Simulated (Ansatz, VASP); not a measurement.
MoSe2 in VASP and in Ansatz

The input INCAR:

```
SYSTEM = MoSe2
PREC     = Accurate       ! precision mode
ENCUT    = 520            ! plane-wave cutoff, eV
EDIFF    = 1E-7           ! SCF threshold, eV
ISMEAR   = 0              ! smearing method
SIGMA    = 0.02           ! smearing width, eV
LREAL    = .FALSE.        ! projectors in reciprocal space
LASPH    = .TRUE.         ! aspherical terms in the spheres
NELM     = 100            ! most SCF steps
ALGO     = Fast           ! electronic algorithm
ISIF     = 2              ! what is computed and relaxed
LWAVE    = .FALSE.        ! write WAVECAR
LCHARG   = .FALSE.        ! write CHGCAR
LDIPOL   = .TRUE.       
IDIPOL   = 3            
DIPOL    = 0.5 0.5 0.500
GGA      = PE             ! functional
IVDW     = 12             ! dispersion correction
NBANDS   = 49             ! bands
```

KPOINTS

```
regular mesh
0
G
  9 9 1
  0 0 0
```

File POSCAR:

```
MoSe2
1.0
    3.2788873906      0.0000000000      0.0000000000
   -1.6394436953      2.8395997764      0.0000000000
    0.0000000000      0.0000000000     58.1600770227
Se Mo
6 3
Direct
    0.3333333333      0.6666666667      0.3616466205
    0.3333333333      0.6666666667      0.4192455501
    0.6666666667      0.3333333333      0.4712273203
    0.6666666667      0.3333333333      0.5287726797
    0.3333333333      0.6666666667      0.5807544499
    0.3333333333      0.6666666667      0.6383533795
    0.6666666667      0.3333333333      0.3904492469
    0.3333333333      0.6666666667      0.5000000000
    0.6666666667      0.3333333333      0.6095507531
```

Input for Ansatz:

```yaml
crystal:
  lattice:
    - [3.2788873906, 0.0, 0.0]
    - [-1.6394436953, 2.8395997764, 0.0]
    - [0.0, 0.0, 58.1600770227]
  atoms:
    - { symbol: Se, position: [0.3333333333, 0.6666666667, 0.3616466205] }
    - { symbol: Mo, position: [0.6666666667, 0.3333333333, 0.3904492469] }
    - { symbol: Se, position: [0.3333333333, 0.6666666667, 0.4192455501] }
    - { symbol: Se, position: [0.6666666667, 0.3333333333, 0.4712273203] }
    - { symbol: Mo, position: [0.3333333333, 0.6666666667, 0.5] }
    - { symbol: Se, position: [0.6666666667, 0.3333333333, 0.5287726797] }
    - { symbol: Se, position: [0.3333333333, 0.6666666667, 0.5807544499] }
    - { symbol: Mo, position: [0.6666666667, 0.3333333333, 0.6095507531] }
    - { symbol: Se, position: [0.3333333333, 0.6666666667, 0.6383533795] }
  periodic: [true, true, false]
basis:
  ecutwfc: 420
kpoints:
  mp_grid: { grid: [9, 9, 1] }
  band_path:
    path:
      - [0.0, 0.0, 0.0]
      - [0.05, 0.0, 0.0]
      - [0.1, 0.0, 0.0]
      - [0.15, 0.0, 0.0]
      - [0.2, 0.0, 0.0]
      - [0.25, 0.0, 0.0]
      - [0.3, 0.0, 0.0]
      - [0.35, 0.0, 0.0]
      - [0.4, 0.0, 0.0]
      - [0.45, 0.0, 0.0]
      - [0.5, 0.0, 0.0]
      - [0.4833333333, 0.0333333333, 0.0]
      - [0.4666666667, 0.0666666667, 0.0]
      - [0.45, 0.1, 0.0]
      - [0.4333333333, 0.1333333333, 0.0]
      - [0.4166666667, 0.1666666667, 0.0]
      - [0.4, 0.2, 0.0]
      - [0.3833333333, 0.2333333333, 0.0]
      - [0.3666666667, 0.2666666667, 0.0]
      - [0.35, 0.3, 0.0]
      - [0.3333333333, 0.3333333333, 0.0]
      - [0.3, 0.3, 0.0]
      - [0.2666666667, 0.2666666667, 0.0]
      - [0.2333333333, 0.2333333333, 0.0]
      - [0.2, 0.2, 0.0]
      - [0.1666666667, 0.1666666667, 0.0]
      - [0.1333333333, 0.1333333333, 0.0]
      - [0.1, 0.1, 0.0]
      - [0.0666666667, 0.0666666667, 0.0]
      - [0.0333333333, 0.0333333333, 0.0]
      - [0.182292, 0.184896, 0.0]
    npoints: 1
hamiltonian:
  xc: pbe
  dispersion: d3bj
scf:
  occupations: { method: gaussian, width: 0.02 }
  n_extra_bands: 6
output:
  forces: true
  stress: true
  eigenvalues: true
  write_density: true
  write_potential: true
  elf: true
  volumetric_format: npy
```

Alike in both runs: task single point; functional PBE; dispersion D3(BJ); k mesh 9 × 9 × 1; occupations gaussian, width 0.02 eV; no spin polarisation.

```csv
,VASP,Ansatz
version,VASP 6.6.1,Ansatz 0.2.0
potentials or method,"VASP PAW PBE potentials, release 64 (Se, Mo_sv)","scalar-relativistic, plane waves, PAW"
plane-wave cutoff (eV),520,420
valence electrons in the cell,78,138
```

```csv
,VASP,Ansatz,Ansatz less VASP
gap on the k mesh at the Fermi level (eV),1.02,1.03,+0.004
least direct gap on the mesh (eV),1.49,1.49,0.000
rms of the force components (eV/Å),0.017,0.000,-0.0170
```

The two sets of potentials don't hold the same shells in valence. Ansatz warned: «xc_potential_rough_in_thin_density».
